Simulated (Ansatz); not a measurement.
CuAu:

```
Au Cu
1.0
     1.44306    0.83315    4.25617
    -1.44306    0.83315    4.25617
     0.00000   -1.66630    4.25617
Au Cu
1 1
Direct
  0.00000 0.00000 0.00000
  0.50000 0.50000 0.50000
```

The cell comes from a database or a generator and needn't be the stable form of this composition.

Base run:

```yaml
Program: Ansatz 0.2.0
Functional: PBEsol
Potentials_or_basis: Ansatz PAW
Cutoff: "420 eV (not typed: the program's choice for these potentials)"
k_mesh: 11 × 11 × 11
Occupations: fermi-dirac, width 0.05 eV
Spin: spin-orbit coupling, no magnetisation
```

Its results: band gap on the k mesh none (metal or under the smearing width); pressure -9.0 GPa.

Task: The run is repeated on the same cell with these changes: spin from spin-orbit coupling, no magnetisation to no spin polarisation; potential files from those of the base run to others of the same set. What comes out?

Result: Band gap on the k mesh none (metal or under the smearing width); pressure -8.1 GPa.

Caveats: the PAW data sets come from PBE, with cores solved anew for the run's functional, which leaves a small shift of forces and pressure; spin-orbit coupling is left out, which moves the levels of the heavy elements (some runs).
